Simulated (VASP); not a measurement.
# PtS2 (P-3m1) in VASP: settings compared

Aim: see how the results for PtS2 move with the level of theory and the settings. Levels: PBE, HSE06. Tasks: single point.

Everything below comes from runs of VASP 6.6.1. Logs are shortened: lines on timing, memory, paths and dates and some standing lists are left out, and cuts for length are marked.

**1. Starting point**

Symmetry: P-3m1, No. 164, trigonal system. Conventional cell: a = 3.543 Å, b = 3.543 Å, c = 5.039 Å, α = 90.00°, β = 90.00°, γ = 120.00°. Pt (site symmetry -3m) is surrounded by 6 S at 2.34 Å. Around S (site symmetry 3m) lie 3 Pt at 2.34 Å.

**2. Single point, PBE**

Input file INCAR:

```
SYSTEM = PtS2
ALGO     = Normal         ! electronic algorithm
EDIFF    = 1E-6           ! SCF threshold, eV
ENCUT    = 520            ! plane-wave cutoff, eV
GGA      = PE             ! functional
ISIF     = 2              ! what is computed and relaxed
ISMEAR   = 0              ! smearing method
LASPH    = .True.         ! aspherical terms in the spheres
LCHARG   = .False.        ! write CHGCAR
LREAL    = .False.        ! projectors in reciprocal space
LWAVE    = .False.        ! write WAVECAR
NELM     = 60             ! most SCF steps
PREC     = Accurate       ! precision mode
SIGMA    = 0.012          ! smearing width, eV
```

Input file KPOINTS:

```
k-points
0
Gamma
  9 9 5
  0 0 0
```

Input file POSCAR:

```
PtS2
1.0
    3.5432000000      0.0000000000      0.0000000000
   -1.7716000000      3.0685012107      0.0000000000
    0.0000000000      0.0000000000      5.0388000000
Pt S
1 2
Direct
    0.0000000000      0.0000000000      0.0000000000
    0.6666666667      0.3333333333      0.7730000000
    0.3333333333      0.6666666667      0.2270000000
```

Potentials or basis: VASP PAW PBE potentials, release 64 (Pt, S).

Launch:

```console
> cat potpaw_PBE.64/Pt/POTCAR potpaw_PBE.64/S/POTCAR > POTCAR
> mpirun -np 1 vasp_std > vasp.out
```

OUTCAR:

```text
SYSTEM = PtS2
   EDIFF = 1E-6
   ENCUT = 520
   GGA = PE
   ISIF = 2
   ISMEAR = 0
   LASPH = .True.
   LREAL = .False.
   NELM = 60
   PREC = Accurate

 ion  position               nearest neighbor table
   1  0.000  0.000  0.000-   2 2.34   3 2.34   2 2.34   3 2.34   2 2.34   3 2.34
   2  0.667  0.333  0.773-   1 2.34   1 2.34   1 2.34
   3  0.333  0.667  0.227-   1 2.34   1 2.34   1 2.34

  LATTYP: Found a hexagonal cell.
 ALAT       =     3.5432000000
 C/A-ratio  =     1.4221043125

  Lattice vectors:

 A1 = (   3.5432000000,   0.0000000000,   0.0000000000)
 A2 = (  -1.7716000000,   3.0685012107,   0.0000000000)
 A3 = (   0.0000000000,   0.0000000000,   5.0388000000)

Analysis of symmetry for initial positions (statically):
=====================================================================
 Subroutine PRICEL returns:
 Original cell was already a primitive cell.

 Routine SETGRP: Setting up the symmetry group for a
 hexagonal supercell.

 Subroutine GETGRP returns: Found 12 space group operations
 (whereof 12 operations were pure point group operations)
 out of a pool of 24 trial point group operations.

The static configuration has the point symmetry D_3d.

Analysis of symmetry for dynamics (positions and initial velocities):
=====================================================================
 Subroutine PRICEL returns:
 Original cell was already a primitive cell.

 Routine SETGRP: Setting up the symmetry group for a
 hexagonal supercell.

 Subroutine GETGRP returns: Found 12 space group operations
 (whereof 12 operations were pure point group operations)
 out of a pool of 24 trial point group operations.

The dynamic configuration has the point symmetry D_3d.

 Subroutine INISYM returns: Found 12 space group operations
 (whereof 12 operations are pure point group operations),
 and found     1 'primitive' translations

----------------------------------------------------------------------------------------

                                     Primitive cell

  volume of cell :      54.7834

  direct lattice vectors                    reciprocal lattice vectors
     3.543200000  0.000000000  0.000000000     0.282230752  0.162946001  0.000000000
    -1.771600000  3.068501211  0.000000000     0.000000000  0.325892001  0.000000000
     0.000000000  0.000000000  5.038800000     0.000000000  0.000000000  0.198459951

  length of vectors
     3.543200000  3.543200000  5.038800000     0.325892001  0.325892001  0.198459951

  position of ions in fractional coordinates (direct lattice)
     0.000000000  0.000000000  0.000000000
     0.666666667  0.333333333  0.773000000
     0.333333333  0.666666667  0.227000000

  ion indices of the primitive-cell ions
   primitive index   ion index
                 1           1
                 2           2
                 3           3

----------------------------------------------------------------------------------------

 KPOINTS: k-points

Automatic generation of k-mesh.
 Grid dimensions read from file:
 generate k-points for:    9    9    5

 Generating k-lattice:

  Cartesian coordinates                     Fractional coordinates (reciprocal lattice)
     0.031358972  0.018105111  0.000000000     0.111111111  0.000000000  0.000000000
     0.000000000  0.036210222  0.000000000     0.000000000  0.111111111  0.000000000
     0.000000000  0.000000000  0.039691990     0.000000000  0.000000000  0.200000000

  Length of vectors
     0.036210222  0.036210222  0.039691990

  Shift w.r.t. Gamma in fractional coordinates (k-lattice)
     0.000000000  0.000000000  0.000000000

 Subroutine IBZKPT returns following result:
 ===========================================

 Found     50 irreducible k-points:

 Following reciprocal coordinates:
            Coordinates               Weight
  0.000000  0.000000  0.000000      1.000000
  0.111111 -0.000000  0.000000      6.000000
  0.222222  0.000000  0.000000      6.000000
  0.333333  0.000000  0.000000      6.000000
  0.444444  0.000000  0.000000      6.000000
  0.111111  0.111111  0.000000      6.000000
[... 16 lines left out ...]
  0.222222  0.111111  0.200000     12.000000
 -0.111111  0.333333  0.200000     12.000000
 [... further k-points ...]
   k-points           NKPTS =     50   k-points in BZ     NKDIM =     50   number of bands    NBANDS=     15
   number of dos      NEDOS =    301   number of ions     NIONS =      3
   total plane-waves  NPLWV =  31360
   dimension x,y,z NGX =    28 NGY =   28 NGZ =   40
   dimension x,y,z NGXF=    56 NGYF=   56 NGZF=   80
   ions per type =               1   2
   NGX,Y,Z   is equivalent  to a cutoff of  13.14, 13.14, 13.20 a.u.
   NGXF,Y,Z  is equivalent  to a cutoff of  26.28, 26.28, 26.39 a.u.
 SYSTEM =  PtS2
   PREC   = accura    normal or accurate (medium, high low for compatibility)
   ISTART =      0    job   : 0-new  1-cont  2-samecut
   ICHARG =      2    charge: 1-file 2-atom 10-const
   ISPIN  =      1    spin polarized calculation?
   LNONCOLLINEAR =      F non collinear calculations
   LSORBIT =      F    spin-orbit coupling
   LASPH  =      T    aspherical Exc in radial PAW
   ENCUT  =  520.0 eV  38.22 Ry    6.18 a.u.   6.59  6.59  9.37*2*pi/ulx,y,z
   NELM   =     60;   NELMIN=  2; NELMDL= -5     # of ELM steps
   EDIFF  = 0.1E-05   stopping-criterion for ELM
   LREAL  =      F    real-space projection
   EDIFFG = 0.1E-04   stopping-criterion for IOM
   NSW    =      0    number of steps for IOM
   IBRION =     -1    ionic relax: 0-MD 1-quasi-New 2-CG
   NFREE  =      0    steps in history (QN), initial steepest desc. (CG)
   ISIF   =      2    stress and relaxation
   ISYM   =      2    0-nonsym 1-usesym 2-fastsym
   POTIM  = 0.5000    time-step for ionic-motion
   TEBEG  =    0.0;   TEEND  =   0.0 temperature during run
   PSTRESS=    0.0 pullay stress
   NELECT =      22.0000    total number of electrons
   NUPDOWN=      -1.0000    fix difference up-down
   EMIN   =  10.00;   EMAX   =-10.00  energy-range for DOS
   EFERMI =   0.00;   METHOD = LEGACY
   ISMEAR =     0;   SIGMA  =   0.01  broadening in eV -4-tet -1-fermi 0-gaus
   EFERMI_NEDOS =   21; number of points for ismear=-14 and -15
   IALGO  =     38    algorithm
   IMIX   =      4    mixing-type and parameters
     AMIX     =   0.40;   BMIX     =  1.00
     AMIX_MAG =   1.60;   BMIX_MAG =  1.00
  volume/ion in A,a.u.               =      18.26       123.23
  Fermi-wavevector in a.u.,A,eV,Ry     =   1.207812  2.282434 19.848315  1.458810
  Thomas-Fermi vector in A             =   2.343439
   LORBIT       =      0    0 simple, 1 ext, 2 COOP (PROOUT), +10 PAW based schemes
   GGA     = PE    functional components
   LHFCALC =     F    Hartree Fock is set to
   AEXX    =    0.0000 exact exchange contribution
   IVDW    =     0    specifies the selected vdW correction
   LEPSILON=     F    determine dielectric tensor
   LRPA    =     F    only Hartree local field effects (RPA)
 non-spin polarized calculation
 Gauss-broadening in eV      SIGMA  =   0.01
  energy-cutoff  :      520.00
  volume of cell :       54.78
 maximum number of plane-waves:      1507
 NGX is ok and might be reduce to    28
   NGX = 13   NGY = 13   NGZ = 19

 number of electron      22.0000001 magnetization

 Free energy of the ion-electron system (eV)
  ---------------------------------------------------
  ext. energy  EPLUGINS =         0.00000000
  ---------------------------------------------------
  free energy    TOTEN  =       -15.27141373 eV

  energy without entropy =      -15.27141373  energy(sigma->0) =      -15.27141373

 E-fermi :   6.8269     XC(G=0): -10.5745

 val. band max:        6.7357968312   @ k =   0.0000   0.2222   0.2000
 cond. band min:       7.7669867479   @ k =   0.0000   0.3333   0.2000
 fundamental gap:      1.0311899167
 Fermi energy:         6.8269311953

 k-point     1 :       0.0000    0.0000    0.0000
  band No.  band energies     occupation
      1      -8.8194      2.00000
      2      -5.5785      2.00000
      3      -0.2976      2.00000
      4      -0.2976      2.00000
      5      -0.1782      2.00000
      6       2.7626      2.00000
      7       2.7626      2.00000
      8       4.9460      2.00000
      9       5.5963      2.00000
     10       5.5963      2.00000
     11       6.6166      2.00000
     12       9.1958      0.00000
     13       9.1958      0.00000
     14      11.5320      0.00000
     15      12.5125      0.00000

 k-point     2 :       0.1111   -0.0000    0.0000
  band No.  band energies     occupation
      1      -8.6538      2.00000
      2      -5.6845      2.00000
      3      -0.1850      2.00000
      4      -0.1637      2.00000
      5      -0.0104      2.00000
      6       2.5209      2.00000
      7       2.6376      2.00000
      8       4.4627      2.00000
      9       5.5865      2.00000
     10       5.6044      2.00000
     11       6.6936      2.00000
     12       8.5745      0.00000
     13       9.0725      0.00000
     14      12.2979      0.00000
     15      13.1021      0.00000

 k-point     3 :       0.2222    0.0000    0.0000
  band No.  band energies     occupation
      1      -8.1894      2.00000
      2      -5.9387      2.00000
      3       0.1041      2.00000
      4       0.1114      2.00000
      5       0.5041      2.00000
      6       1.7653      2.00000
      7       2.4377      2.00000
      8       3.8053      2.00000
      9       5.3569      2.00000
     10       5.3671      2.00000
     11       6.2804      2.00000
     12       8.2443      0.00000
     13       9.0348      0.00000
     14      12.4223      0.00000
     15      14.1737      0.00000
[... 343 lines left out ...]
 k-point    23 :       0.2222    0.1111    0.2000
  band No.  band energies     occupation
      1      -7.6879      2.00000
      2      -6.2515      2.00000
      3       0.1348      2.00000
      4       0.2833      2.00000
      5       0.9028      2.00000
      6       1.7556      2.00000
      7       2.0670      2.00000
      8       3.6473      2.00000
      9       4.8026      2.00000
     10       5.1042      2.00000
     11       5.7500      2.00000
     12       8.6080      0.00000
     13       8.7389      0.00000
     14      12.9144      0.00000
     15      14.1887      0.00000

 k-point    24 :      -0.1111    0.3333    0.2000
  band No.  band energies     occupation
      1      -7.7132      2.00000
      2      -6.1973      2.00000
      3      -0.0473      2.00000
      4       0.2342      2.00000
      5       1.0575      2.00000
      6       1.5155      2.00000
      7       2.2416      2.00000
      8       3.6070      2.00000
      9       4.9642      2.00000
     10       5.1697      2.00000
     11       6.4180      2.00000
     12       7.7987      0.00000
     13       8.6605      0.00000
     14      12.4608      0.00000
     15      14.3214      0.00000

 [... further k-points ...]

------------------------ aborting loop because EDIFF is reached ----------------------------------------

  FORCE on cell =-STRESS in cart. coord.  units (eV):
  Direction    XX          YY          ZZ          XY          YZ          ZX
  --------------------------------------------------------------------------------------
  -------------------------------------------------------------------------------------
  Total        3.9550815      3.9550815      3.4478263      0.0000000      0.0000000      0.0000000
  in kB      115.6689872    115.6689872    100.8339724      0.0000000      0.0000000      0.0000000
  external PRESSURE =     110.7239822 kB  Pullay stress =       0.0000000 kB

 VOLUME and BASIS-vectors are now :
 -----------------------------------------------------------------------------
  energy-cutoff  :      520.00
  volume of cell :       54.78
      direct lattice vectors                 reciprocal lattice vectors
     3.543200000  0.000000000  0.000000000     0.282230752  0.162946001  0.000000000
    -1.771600000  3.068501211  0.000000000     0.000000000  0.325892001  0.000000000
     0.000000000  0.000000000  5.038800000     0.000000000  0.000000000  0.198459951

 POSITION                                       TOTAL-FORCE (eV/Angst)
 -----------------------------------------------------------------------------------
      0.00000      0.00000      0.00000         0.000000      0.000000     -0.000000
      1.77160      1.02283      3.89499         0.000000     -0.000000     -1.212720
     -0.00000      2.04567      1.14381        -0.000000      0.000000      1.212720
 -----------------------------------------------------------------------------------
    total drift:                                0.000000     -0.000000      0.000000

  FREE ENERGIE OF THE ION-ELECTRON SYSTEM (eV)
  ---------------------------------------------------
  free  energy   TOTEN  =       -15.2714137267 eV

  energy  without entropy=      -15.2714137267  energy(sigma->0) =      -15.27141373
```

It took 21 s on 1 thread of AMD EPYC 9R45 (Zen 5), shared host; peak memory 0.17 GiB.

Results:

```yaml
Free_energy: -15.2714 eV
Pressure: 11.1 GPa
Largest_force: 1.213 eV/Å
Band_gap_on_the_k_mesh: 1.03 eV, indirect (least direct gap 1.08 eV)
```

Forces on the atoms (eV/Å):
```
Pt   0.000  0.000  0.000
S    0.000  0.000 -1.213
S    0.000  0.000  1.213
```

Caveat: spin-orbit coupling is left out, which moves the levels of the heavy elements; an odd mesh through Γ misses points on the zone boundary, where band edges often lie; forces of over 1 eV/Å show positions far from the minimum, so gaps and moduli don't describe the material at rest.

**3. Single point, PBE**

Input file INCAR:

```
SYSTEM = PtS2
PREC = Accurate ; ENCUT = 520
EDIFF = 1E-6 ; ISMEAR = 0
SIGMA = 0.02 ; LREAL = .FALSE.
LASPH = .TRUE. ; NELM = 80
ALGO = Normal ; ISIF = 2
LWAVE = .FALSE. ; LCHARG = .FALSE.
GGA = PE ; NBANDS = 18
```

Input file KPOINTS:

```
Automatic mesh
0
G
  9 9 5
  0 0 0
```

POSCAR is that of step 2.

Potentials or basis: VASP PAW PBE potentials, release 64 (Pt, S).

Launch:

```console
> cat potpaw_PBE.64/Pt/POTCAR potpaw_PBE.64/S/POTCAR > POTCAR
> mpirun -np 1 vasp_std > vasp.out
```

Wall time 29 s (1 thread of AMD EPYC 9R45 (Zen 5), shared host); peak memory 0.18 GiB.

The run converged. Its results:

- Free energy: -15.2714 eV
- Pressure: 11.1 GPa
- Largest force: 1.213 eV/Å
- Band gap on the k mesh: 1.03 eV, indirect (least direct gap 1.08 eV)

Forces on the atoms (eV/Å):
```
Pt   0.000  0.000  0.000
S    0.000  0.000 -1.213
S    0.000  0.000  1.213
```

Stress tensor (GPa, compression positive):
```
11.57  0.00  0.00
 0.00 11.57  0.00
 0.00  0.00 10.08
```

Levels at points of the mesh, in eV from the valence-band top:
```
           k point  band 7  band 8  band 9  band 10  band 11  band 12  band 13  band 14  band 15  band 16
(0.00, 0.00, 0.00)   -3.97   -1.79   -1.14    -1.14    -0.12     2.46     2.46     4.80     5.78     7.93
```

Caveat: spin-orbit coupling is left out, which moves the levels of the heavy elements; an odd mesh through Γ misses points on the zone boundary, where band edges often lie; forces of over 1 eV/Å show positions far from the minimum, so gaps and moduli don't describe the material at rest.

[end of part 1 of 2]
